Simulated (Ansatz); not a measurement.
# Pt: the order of phases at one pressure

Which of fcc, bcc, hcp, sc, beta tin, simple hexagonal has the lowest enthalpy for Pt at one common pressure? The runs shown use LAPW. Companion runs by PAW are cited.

Method: DFT, PBE, all-electron LAPW, scalar-relativistic, in Ansatz 0.2.0.

## 1. The system as given

The structure is cubic, space group Fm-3m (No. 225). Conventional cell: a = 3.701 Å, b = 3.701 Å, c = 3.701 Å, α = 90.00°, β = 90.00°, γ = 90.00°. Pt (site symmetry m-3m) has 12 Pt at 2.62 Å as nearest neighbours.

As a file:

```
Pt
1.0
     0.00000    1.85036    1.85036
     1.85036    0.00000    1.85036
     1.85036    1.85036    0.00000
Pt
1
Cartesian
  0.0000 0.0000 0.0000
```

## 2. Fcc relaxed under pressure, LAPW

Contents of input.yaml:

```yaml
crystal:
  lattice:
    - [0.0, 1.8503595094, 1.8503595094]
    - [1.8503595094, 0.0, 1.8503595094]
    - [1.8503595094, 1.8503595094, 0.0]
  atoms:
    - { symbol: Pt, position: [0.0, 0.0, 0.0] }
kpoints:
  mp_grid: { grid: [18, 18, 18] }
scf:
  occupations: { method: fermi_dirac, width: 0.05 }
hamiltonian:
  xc: pbe
  pseudopotentials: { kind: all_electron, lapw: { basis_error: 0.0005 } }
output:
  forces: true
  stress: true
  eigenvalues: true
relax:
  f_tol: 0.005
  max_steps: 12
  cell: { p_target: 92.0, stress_tol: 0.046 }
```

Launch:

```console
ansatz run input.yaml --threads 1 --pin off --max-ram 3584MiB --backend cpu --events-out ev --progress --plain --runs-dir out
```

Further steps of the session: Bcc relaxed under pressure, LAPW; Hcp relaxed under pressure, LAPW; Sc relaxed under pressure, LAPW; Beta tin relaxed under pressure, LAPW; Simple hexagonal relaxed under pressure, LAPW.

**Question.** What will these runs give? Wanted: pressure; lowest (for each run or level that gives them).

**Answer**, as computed:

```
     quantity                         value
     pressure                        92 GPa
lowest (LAPW)  fcc, 89.6 meV/atom under hcp
 lowest (PAW)  fcc, 89.6 meV/atom under hcp
```

What this shows: By LAPW the order is fcc < hcp < bcc < simple hexagonal < beta tin < sc. By PAW the order is fcc < hcp < bcc < simple hexagonal < beta tin < sc. The methods agree on the lowest phase. Only these structures were tried, with electrons smeared by 0.05 eV and without vibrations, so the true ground state may be another. The k meshes differ between phases and weren't tested, which can move differences by some meV. Spin-orbit coupling is left out, though the cell holds Pt; in elements this heavy it can shift bands and gaps by tenths of an eV.
